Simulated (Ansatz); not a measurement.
## Ni: a sweep of one setting

```yaml
crystal:
  lattice:
    - [-1.40092, 1.40092, 1.40092]
    - [1.40092, -1.40092, 1.40092]
    - [1.40092, 1.40092, -1.40092]
  atoms:
    - { symbol: Ni, position: [0.00000, 0.00000, 0.00000] }
```

The cell was built from the bcc type and relaxed in the same program, and has space group Im-3m; it needn't be a known or the stable phase.

The magnetic state is the one reached from the start moments; no search over orders was made, so it needn't be the ground state.

All numbers below come from DFT, PBE, all-electron LAPW, scalar-relativistic (Ansatz 0.2.0).

Numerical set-up: a Γ-centred 18×18×18 k mesh, Fermi–Dirac smearing of 0.08 eV, basis error target 0.5 meV/atom, spin-polarised from start moments Ni 1.5 μB. One setting is then changed at a time.

```csv
filling,energy at zero smearing less the base's (meV/atom),P (GPa),moment (μB),cutoff chosen (eV)
Fermi–Dirac 0.08 eV (base),0.0,0.01,0.561,354
tetrahedron,-1.5,–,?,354
cold 0.15 eV,-1.6,-0.16,?,354
Gaussian 0.2 eV,-0.1,0.00,0.564,354
Fermi–Dirac 0.01 eV,-0.8,-0.23,0.568,354
Fermi–Dirac 0.15 eV,1.6,0.50,0.491,354
```

(1) Fill in "moment (μB)" for the row "cold 0.15 eV".

(2) What belongs in the row "tetrahedron", column "moment (μB)"?

## Answers

(1) 0.594.

(2) 0.545.
